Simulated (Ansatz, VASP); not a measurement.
# One calculation of Si, two programs

Contents of INCAR:

```
SYSTEM = Si
  PREC = Accurate
  ENCUT = 600
  EDIFF = 1E-7
  ISMEAR = 0
  SIGMA = 0.02
  LREAL = .False.
  LASPH = .True.
  NELM = 100
  ALGO = Fast
  ISIF = 3
  LWAVE = .False.
  LCHARG = .False.
  GGA = PE
  IVDW = 12
  IBRION = 2
  NSW = 100
  EDIFFG = -0.002
```

Contents of KPOINTS:

```
regular mesh
0
Gamma
  12 12 12
  0 0 0
```

The input POSCAR:

```
Si
1.0
    0.0000000000      2.7105460861      2.7105460861
    2.7105460861      0.0000000000      2.7105460861
    2.7105460861      2.7105460861      0.0000000000
Si
2
Direct
    0.0000000000      0.0000000000      0.0000000000
    0.2500000000      0.2500000000      0.2500000000
```

Input for Ansatz:

```yaml
crystal:
  lattice:
    - [0.0, 2.7105460861, 2.7105460861]
    - [2.7105460861, 0.0, 2.7105460861]
    - [2.7105460861, 2.7105460861, 0.0]
  atoms:
    - { symbol: Si, position: [0.0, 0.0, 0.0] }
    - { symbol: Si, position: [0.25, 0.25, 0.25] }
basis:
  ecutwfc: 420
kpoints:
  mp_grid: { grid: [12, 12, 12] }
hamiltonian:
  xc: pbe
  dispersion: d3bj
  pseudopotentials: { kind: paw, azcp: { folder: soft_1 } }
scf:
  occupations: { method: gaussian, width: 0.02 }
output:
  forces: true
  stress: true
  eigenvalues: true
  write_density: true
  write_potential: true
  elf: true
  volumetric_format: npy
relax:
  adjacent_minimum: "off"
  f_tol: 0.002
  max_steps: 80
  cell: { stress_tol: 0.02 }
```

The cell was built by a generator and needn't be a form met in nature.

Alike in both runs: task relaxation of cell and atoms; functional PBE; dispersion D3(BJ); k mesh 12 × 12 × 12; occupations gaussian, width 0.02 eV; no spin polarisation.

```csv
,VASP,Ansatz
version,VASP 6.6.1,Ansatz 0.2.0
potentials or method,"VASP PAW PBE potentials, release 64 (Si)","scalar-relativistic, plane waves, PAW"
plane-wave cutoff (eV),600,420
valence electrons in the cell,8,8
```

Ansatz gave:

- gap on the k mesh at the Fermi level, each at its own relaxed structure (eV): 0.56
- relaxed volume (Å³/atom): 19.91
- relaxed cell length with the largest relative difference (Å): 3.833

**Question.** Estimate VASP's values.

**Answer.** gap on the k mesh at the Fermi level, each at its own relaxed structure (eV): 0.56; relaxed volume (Å³/atom): 19.90; relaxed cell length with the largest relative difference (Å): 3.832.

A k mesh can miss the band edges.
